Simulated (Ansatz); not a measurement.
Crystal: ZnS.

```
Zn S
1.0
     0.00000    2.70200    2.70200
     2.70200    0.00000    2.70200
     2.70200    2.70200    0.00000
Zn S
1 1
Direct
  0.75000 0.75000 0.75000
  0.00000 0.00000 0.00000
```

Base run:

- Program: Ansatz 0.2.0
- Functional: HSE06 form with a typed share of exact exchange
- Potentials or basis: Ansatz PAW
- Cutoff: 420 eV (not typed: the program's choice for these potentials)
- k mesh: 5 × 5 × 5
- Occupations: fermi-dirac, width 0.05 eV
- Spin: no spin polarisation

Its results: band gap on the k mesh 3.62 eV, direct; pressure 0.8 GPa.

After a change of settings the same cell gave: band gap on the k mesh 3.36 eV, direct; pressure 1.0 GPa. Which change was it?
A. share of exact exchange from 0.3 to 0.25
B. share of exact exchange from 0.3 to 0.05
C. share of exact exchange from 0.3 to 0.2
D. share of exact exchange from 0.3 to 0.15

A.

Caveats: odd divisions of the mesh miss points on the zone boundary, where band edges often lie, so the gap on the mesh can be too wide; the PAW data sets come from PBE, with cores solved anew for the run's functional, which leaves a small shift of forces and pressure; the thresholds are loose for stress.
